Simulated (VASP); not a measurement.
Input of a VASP 6.6.1 run:

The input POSCAR:

```
Nb
1.0
    2.7392063672      1.5814815334      9.8966813863
   -2.7392063672      1.5814815334      9.8966813863
    0.0000000000     -3.1629630669      9.8966813863
Nb
12
Direct
    0.0466778526      0.5453899048      0.0466778526
    0.0466778526      0.0466778526      0.5453899048
    0.5453899048      0.0466778526      0.0466778526
    0.9533221474      0.4546100952      0.9533221474
    0.4546100952      0.9533221474      0.9533221474
    0.9533221474      0.9533221474      0.4546100952
    0.2078855638      0.7056664936      0.2078855638
    0.2078855638      0.2078855638      0.7056664936
    0.7056664936      0.2078855638      0.2078855638
    0.7921144362      0.2943335064      0.7921144362
    0.2943335064      0.7921144362      0.7921144362
    0.7921144362      0.7921144362      0.2943335064
```

File INCAR.step1:

```
PREC = Accurate
ENCUT = 520
ISMEAR = 0
SIGMA = 0.1
LREAL = F
LASPH = T
NELM = 100
NBANDS = 90
GGA = PE
ALGO = Normal
EDIFF = 1E-4
LWAVE = T
LCHARG = F
```

File INCAR.step2:

```
PREC = Accurate
ENCUT = 520
EDIFF = 1E-6
ISMEAR = 0
SIGMA = 0.1
LREAL = F
LASPH = T
NELM = 100
ALGO = Normal
ISIF = 2
LWAVE = F
LCHARG = F
METAGGA = R2SCAN
LMIXTAU = T
NBANDS = 90
ISTART = 1
```

The input KPOINTS:

```
Automatic mesh
0
Gamma
  3 3 3
```

Potentials or basis: VASP PAW PBE potentials, release 64 (Nb_sv).

Command:

```sh
$ cat potpaw_PBE.64/Nb_sv/POTCAR > POTCAR
$ cp INCAR.step1 INCAR
$ mpirun -np 1 vasp_std > vasp.out
$ cp INCAR.step2 INCAR
$ mpirun -np 1 vasp_std > vasp.out
```

Estimate the largest force.

0.025 eV/Å.

What does it give for the band gap on the k mesh?

None (metal or under the smearing width).

What does it give for the pressure?

0.0 GPa.

Stress tensor (GPa, compression positive):
```
-0.01  0.00  0.00
 0.00 -0.01  0.00
 0.00  0.00  0.08
```

Caveat: the k mesh is coarse (spacing up to 0.45 Å⁻¹), so the values aren't converged; the PAW data sets were made with another functional, which shifts forces and pressure a little.
